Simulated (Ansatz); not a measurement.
Here is an Ansatz 0.2.0 calculation.

The input input.yaml:

```yaml
crystal:
  lattice:
    - [0.0, 1.9609, 1.9609]
    - [1.9609, 0.0, 1.9609]
    - [1.9609, 1.9609, 0.0]
  atoms:
    - { symbol: Pt, position: [0.0, 0.0, 0.0] }
hamiltonian:
  xc: pbe
  pseudopotentials: { kind: paw }
kpoints:
  mp_grid: { grid: [12, 12, 12] }
scf:
  occupations: { method: gaussian, width: 0.011 }
output:
  forces: true
  stress: true
  eigenvalues: true
```

Potentials or basis: Ansatz PAW.

Run with:

```console
$ ansatz run input.yaml --threads 2 --pin off --max-ram 5632MiB --backend cpu --events-out ev --progress --plain --runs-dir out
```

Task: Estimate the pressure.

Result: 10.2 GPa.

Task: What does it give for the band gap on the k mesh?

Result: None (metal or under the smearing width).

Spin-orbit coupling is left out, which matters for the levels of Pt.
